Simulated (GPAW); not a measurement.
The system is TaS2.

```
Ta S
1.0
     3.35000    0.00000    0.00000
    -1.67500    2.90119    0.00000
     0.00000    0.00000    5.86000
Ta S
1 2
Cartesian
  0.0000 0.0000 0.0000
  1.6750 0.9671 4.3950
  0.0000 1.9341 1.4650
```

| Quantity | Value |
| --- | --- |
| Program | GPAW 26.7.0 |
| Task | relaxation of cell and atoms |
| Functional | PBEsol |
| Potentials or basis | PAW data sets generated in the run's folder for this functional |
| Cutoff | 600 eV |
| Basis | pw |
| k mesh | 7 × 7 × 4 |
| Occupations | fermi-dirac, width 0.05 eV |
| Spin | no spin polarisation |

At the start: pressure 4.6 GPa; volume 18.98 Å³/atom.

**Question.** How do energy, volume and symmetry change on relaxing?

**Answer.** Over 13 steps the energy falls by 24.4 meV/atom and the volume is 18.62 Å³/atom (-1.9 %); space group P-3m1 (No. 164, to 0.05 Å).

Step by step:
| step | energy change (eV) | largest force (eV/Å) | pressure (GPa) | volume (Å³) |
| --- | --- | --- | --- | --- |
| 1 | 0.0000 | 1.0068 | 4.64 | 56.95 |
| 2 | -0.0360 | 0.6273 | 2.12 | 57.40 |
| 3 | -0.0590 | 0.0929 | -1.21 | 57.94 |
| 4 | -0.0612 | 0.0463 | -1.37 | 57.86 |
| 5 | -0.0701 | 0.0889 | -1.24 | 57.12 |
| 6 | -0.0719 | 0.0467 | -0.59 | 56.74 |
| 7 | -0.0722 | 0.0147 | -0.09 | 56.57 |
| 8 | -0.0722 | 0.0214 | -0.05 | 56.56 |
| 9 | -0.0724 | 0.0516 | 0.15 | 56.41 |
| 10 | -0.0726 | 0.0648 | 0.27 | 56.21 |
| 11 | -0.0729 | 0.0500 | 0.26 | 55.94 |
| 12 | -0.0731 | 0.0191 | 0.11 | 55.85 |
| 13 | -0.0731 | 0.0013 | 0.01 | 55.87 |

Final structure:
```
CELL_PARAMETERS angstrom
3.31700 0.00000 0.00000
-1.65850 2.87261 0.00000
0.00000 0.00000 5.86342
ATOMIC_POSITIONS crystal
Ta 0.00000 0.00000 0.00000
S 0.66667 0.33333 0.73655
S 0.33333 0.66667 0.26345
```

Caveat: later steps reuse the first step's grids; this functional lacks dispersion, which binds the layers, so the pressure and a relaxed spacing across them are unreliable.
